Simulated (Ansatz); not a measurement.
Crystal: MnS.

```xyz
4
Lattice="3.9536 0.0000 0.0000 -1.9768 3.4239 0.0000 0.0000 0.0000 6.3425" Properties=species:S:1:pos:R:3 pbc="T T T"
Mn    1.9768    1.1413    3.1639
Mn    0.0000    2.2826    6.3352
S     0.0000    2.2826    3.9714
S     1.9768    1.1413    0.8001
```

The cell is a database's computed one.

A run of Ansatz 0.2.0 on this cell left the log below. Logs are shortened: lines on timing, memory, paths and dates and some standing lists are left out, and cuts for length are marked.

```text
Warning: RAYON_NUM_THREADS=2 ignored (pool sized by the plan → 2); use --threads N
scf.n_extra_bands = 10 over 21 filled bands (N_el = 42.0): the run solves 31 bands
Engine: ansatz 0.2.0, x86_64-unknown-linux-gnu
Pseudopotentials: kind: paw
Pseudopotential: Mn, paw, valence charge 15, recommended cutoff 420 eV (normal), Mn.paw.azcp
Pseudopotential: S, paw, valence charge 6, recommended cutoff 420 eV (normal), S.paw.azcp
Functional definition: SPW92
  exchange = slater_x
  correlation = pw_c
Crystal: 4 atoms, lattice volume = 85.857 Å³
Basis set: ecut = 420 eV, 1725 PW (Γ)
Bands: 31, of which v1, the nominal top of the filled ones, is band 21 counted from 1 (20 counted from 0)
Symmetry: 12 space group operations
Space group: P63mc (ITA 186), of the structure as read, at distance tolerance 4.4e-5 Å
Magnetic group: BNS 186.203 (UNI 1433), of the structure as read, at distance tolerance 4.4e-5 Å
k-points: 30 of 256 (time reversal used)
Non-local potential: Mn, projectors of the file, l = 0: 3, l = 1: 2, l = 2: 3, l = 3: 1
Non-local potential: S, projectors of the file, l = 0: 2, l = 1: 2, l = 2: 2
PAW form: soft (Blöchl's): semilocal exchange-correlation on the pseudo side does not see the compensation charge
PAW frozen core: Mn, regenerated for the run's functional, and the local potential with it (the file was generated under x = pbe(κ = 0.804, μ = 0.2195149727645171), c = pbe(β = 0.06672455060314922))
PAW frozen core: S, regenerated for the run's functional, and the local potential with it (the file was generated under x = pbe(κ = 0.804, μ = 0.2195149727645171), c = pbe(β = 0.06672455060314922))
PAW one-centre angular grid: Mn, 590 points (default); XC on 64 Gauss nodes
PAW one-centre angular grid: S, 110 points (default); XC on 64 Gauss nodes
Initial density: superposition of atomic densities (chi_scale 0.1, normalization cell, long waves kept (reshape's long-wave potential 0.00 eV rms))
Starting moments: Σ|m| = 8 μB on 2 of 4 sites
Initial wavefunctions: pseudopotential atomic-orbital guess
[... 20 lines left out ...]
NSCF: frozen V_eff on 129 k-points
SCF converged after 12 iterations
Magnetization: 9.6132 μB (25.8066 up, 16.1934 down)
Absolute magnetization: 9.6132 μB (∫|ρ↑−ρ↓|, with the PAW one-centre terms)
Spin contamination: 0.0387 ħ² per cell (⟨S²⟩ above its minimum at these occupations)
Per-site moments (μB) at R_I (Å): [(3.991720917315187, 0.9750672638722446), (3.9917209173151864, 0.9750672638722446), (0.12923026714024635, 0.9750672638722446), (0.12923026714024743, 0.9750672638722446)]
Free energy (F): -9422.032271 eV
Harris-Foulkes:  -9422.032271 eV  (|F-HF|=2.82e-9)
Internal energy: -9422.010983 eV  (E = F + TS)
E sigma→0 (E₀):  -9422.021627 eV
Entropy (-TS):   -0.021288 eV (-5.322 meV/atom)
Fermi energy:    7.331476 eV
--- Per-component energies (eV) ---
  E_band       = -707.810579
  E_kinetic    = 812.796489
  E_local      = -5572.245351  (includes V_loc(G=0)·N_el)
  E_nonlocal   = 568.594896
  E_hartree    = 2282.197183
  E_xc         = -412.003001
  E_vxc        = -457.920115  (∫ρ·V_xc dr)
  E_paw        = -3632.944626  (= ΣΔE_a)
  E_vpaw       = -623.428280  (= ΣTr[D̂ρ^β])
  E_aug_tail   = -0.000018  (compensation charges beyond the density's cutoff)
  E_ewald      = -3469.480858
  E_core_change = 1.074301  (= ΣΔE_core)
  E_smearing   = -0.021288  (= −TS)
  E_closure    = 0.000000  (closes the sum)
  Σ components = -9422.032271   (vs F -9422.032271, Δ=0.00e0)
--- Forces (eV/Å), atoms counted from 1 ---
  atom   1  Mn     0.00000000    -0.00000000     0.24763678
  atom   2  Mn     0.00000000     0.00000000     0.24763678
  atom   3  S     -0.00000000     0.00000000    -0.24763188
  atom   4  S     -0.00000000    -0.00000000    -0.24763188
  max |Σ_I F_I| component: 9.81e-6 eV/Å
--- Stress (GPa, compression-positive) ---
       -4.773811       0.000000      -0.000000
        0.000000      -4.773811       0.000000
       -0.000000       0.000000      -2.480666
  P = ⅓ Tr σ = -4.0094 GPa (-40.094 kbar)
--- Band table (eV; the first three rows and the last of 60) ---
  k-point 0 ↑: bands = ["-73.6633", "-73.6631", "-42.7748", "-42.7748", "-42.7740", "-42.7740", "-42.7598", "-42.7556", "-6.5967", "-5.8305", "1.5176", "2.5663", "2.6086", "2.6086", "2.7774", "2.7774", "4.2723", "4.2723", "4.5579", "4.5579", "4.7175", "6.7165", "6.7165", "7.7465", "7.8204", "7.8204", "8.4548", "10.1085", "13.0929", "13.0929", "13.5841"]
  k-point 1 ↑: bands = ["-73.6633", "-73.6632", "-42.7746", "-42.7746", "-42.7741", "-42.7741", "-42.7592", "-42.7562", "-6.4951", "-5.9549", "1.6325", "2.3707", "2.6217", "2.6217", "2.7398", "2.7398", "4.3278", "4.3278", "4.5333", "4.5333", "5.0894", "6.8602", "6.8602", "6.9765", "7.6408", "7.6408", "9.3135", "10.1227", "13.1306", "13.1504", "13.1504"]
  k-point 2 ↑: bands = ["-73.6632", "-73.6632", "-42.7744", "-42.7744", "-42.7744", "-42.7744", "-42.7577", "-42.7577", "-6.2363", "-6.2363", "1.9627", "1.9627", "2.6689", "2.6689", "2.6689", "2.6689", "4.4452", "4.4452", "4.4452", "4.4452", "5.9770", "5.9770", "7.2331", "7.2331", "7.2331", "7.2331", "10.0350", "10.0350", "13.1281", "13.1281", "13.4382"]
  k-point 29 ↓: bands = ["-69.2974", "-69.2974", "-38.5206", "-38.5206", "-38.5190", "-38.5190", "-38.5105", "-38.5105", "-5.3756", "-5.3756", "2.4487", "2.4487", "3.2988", "3.2988", "4.3052", "4.3052", "7.5733", "7.5733", "8.0768", "8.0768", "8.4104", "8.4104", "8.6222", "8.6222", "9.1354", "9.1354", "12.8507", "12.8507", "13.8669", "13.8669", "14.5383"]
```

Question: Write the input and the command behind it.

Answer: Band structure with LDA, collinear spin, ferromagnetic start. The files as run (others can give the same):

input.yaml
```yaml
crystal:
  lattice:
    - [3.9535769233, 0.0, 0.0]
    - [-1.9767884617, 3.4238980514, 0.0]
    - [0.0, 0.0, 6.34252886]
  atoms:
    - { symbol: Mn, position: [0.6666666667, 0.3333333333, 0.49884467], spin: 4.0 }
    - { symbol: Mn, position: [0.3333333333, 0.6666666667, 0.99884467], spin: 4.0 }
    - { symbol: S, position: [0.3333333333, 0.6666666667, 0.6261543] }
    - { symbol: S, position: [0.6666666667, 0.3333333333, 0.1261543] }
hamiltonian:
  xc: lda
  pseudopotentials: { kind: paw }
magnetization:
  spin_polarized: true
kpoints:
  mp_grid: { grid: [8, 8, 4] }
  band_path:
    path:
      - [[0.0, 0.0, 0.0], [0.5, 0.0, 0.0], [0.3333333333, 0.3333333333, 0.0], [0.0, 0.0, 0.0], [0.0, 0.0, 0.5], [0.5, 0.0, 0.5], [0.3333333333, 0.3333333333, 0.5], [0.0, 0.0, 0.5]]
      - [[0.5, 0.0, 0.5], [0.5, 0.0, 0.0]]
      - [[0.3333333333, 0.3333333333, 0.0], [0.3333333333, 0.3333333333, 0.5]]
    npoints: 14
scf:
  occupations: { method: fermi_dirac, width: 0.05 }
  n_extra_bands: 10
output:
  forces: true
  stress: true
  eigenvalues: true
  fatbands: true
```

Potentials or basis: Ansatz PAW.
The run is started by
```bash
$ ansatz run input.yaml --threads 2 --pin off --max-ram 5632MiB --backend cpu --events-out ev --progress --plain --runs-dir out
```

Caveat: the magnetic or orbital state may not be the lowest; semilocal functionals often make such compounds metallic where correlation or magnetic order opens a gap, which also shifts bond lengths; only a ferromagnetic start was run, and an antiferromagnetic order may lie lower in energy; the PAW data sets come from PBE, with cores solved anew for the run's functional, which leaves a small shift of forces and pressure.
